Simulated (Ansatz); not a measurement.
Input and command of a plane-wave DFT calculation in Ansatz:

```yaml
crystal:
  lattice:
    - [4.0192318615, 0.0, 0.0]
    - [0.0, 4.0192318615, 0.0]
    - [0.0, 0.0, 4.0192813204]
  atoms:
    - { symbol: Ba, position: [0.0, 0.0, 0.0] }
    - { symbol: Ti, position: [0.5, 0.5, 0.5] }
    - { symbol: O, position: [0.4648138348, 0.4648138348, -0.0497601397] }
    - { symbol: O, position: [0.5, 0.0, 0.5] }
    - { symbol: O, position: [0.0, 0.5, 0.5] }
basis:
  ecutwfc: 420
kpoints:
  mp_grid: { grid: [8, 8, 8] }
hamiltonian:
  xc: pbe
scf:
  occupations: { method: gaussian, width: 0.05 }
output:
  forces: true
  stress: true
  eigenvalues: true
```

```bash
ansatz run input.yaml --threads 2 --pin off --max-ram 5120MiB --backend cpu --events-out ev --progress --plain --runs-dir out
```

Processor: Intel(R) Xeon(R) Platinum 8259CL CPU @ 2.50GHz (Skylake/Cascade Lake), 2 threads, on a host shared with other jobs.

How long does it run, and how much memory does it take?

About 11 s on 2 threads of Intel(R) Xeon(R) Platinum 8259CL CPU @ 2.50GHz (Skylake/Cascade Lake), on a shared host, peak memory 0.59 GiB. It solves 25 bands at 150 k points (the mesh reduced by symmetry) with about 1309 plane waves, in 6 SCF iterations.
